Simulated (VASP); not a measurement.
Here is a VASP 6.6.1 calculation.

The input INCAR:

```
ALGO = Normal
EDIFF = 1E-7
EDIFFG = -0.005
ENCUT = 520
GGA = PE
IBRION = 2
ISIF = 3
ISMEAR = 0
KPAR = 8
LASPH = True
LCHARG = False
LREAL = False
LWAVE = False
NELM = 120
NSW = 60
POTIM = 0.3
PREC = Accurate
SIGMA = 0.1
```

File KPOINTS:

```
k-points
0
Gamma
  6 6 6
```

File POSCAR:

```
B                                       
1.0
    2.9044415143      1.6768800872      4.0051901767
   -2.9044415143      1.6768800872      4.0051901767
   -0.0000000000     -3.3537601847      4.0051901767
  B             
    15
Direct
     0.5000000000000000    0.5000000000000000    0.5000000000000000
     0.8068876073315384    0.3011062752486705    0.8068876073315394
     0.8068876073315135    0.8068876073315135    0.3011062752483949
     0.3011062752486705    0.8068876073315384    0.8068876073315394
     0.1931123926684616    0.6988937247513297    0.1931123926684606
     0.6988937247513297    0.1931123926684616    0.1931123926684606
     0.1931123926684866    0.1931123926684866    0.6988937247516050
     0.0058437934308251    0.3307287893646779    0.0058437934308098
     0.0058437934308294    0.0058437934308294    0.3307287893647060
     0.3307287893646779    0.0058437934308251    0.0058437934308098
     0.9941562065691748    0.6692712106353221    0.9941562065691901
     0.6692712106353221    0.9941562065691748    0.9941562065691901
     0.9941562065691707    0.9941562065691707    0.6692712106352940
     0.6345609947068852    0.6345609947068852    0.6345609947078051
     0.3654390052931148    0.3654390052931148    0.3654390052921945
```

Potentials or basis: VASP PAW PBE potentials, release 64 (B).

Command:

```console
$ cat potpaw_PBE.64/B/POTCAR > POTCAR
$ mpirun -np 8 vasp_std > vasp.out
```

Question: What does it give for the relaxed cell?

Answer: a = 5.223 Å, b = 5.223 Å, c = 5.223 Å, α = 67.55°, β = 67.55°, γ = 67.55°.

Question: Estimate the relaxed volume.

Answer: 7.80 Å³/atom.

Question: What does it give for the space group after relaxing (to 0.05 Å)?

Answer: R-3m (No. 166).

Final structure:
```
B
1.0
     2.90408    1.67667    4.00497
    -2.90408    1.67667    4.00497
     0.00000   -3.35334    4.00497
B
15
Cartesian
  0.0000 0.0000 6.0075
  1.4688 -0.8480 7.6690
  0.0000 1.6960 7.6690
  -1.4688 -0.8480 7.6690
  -1.4688 0.8480 4.3460
  1.4688 0.8480 4.3460
  0.0000 -1.6960 4.3460
  -0.9433 0.5446 1.3713
  0.0000 -1.0893 1.3713
  0.9433 0.5446 1.3713
  0.9433 -0.5446 10.6436
  -0.9433 -0.5446 10.6436
  0.0000 1.0893 10.6436
  0.0000 0.0000 7.6241
  0.0000 0.0000 4.3909
```
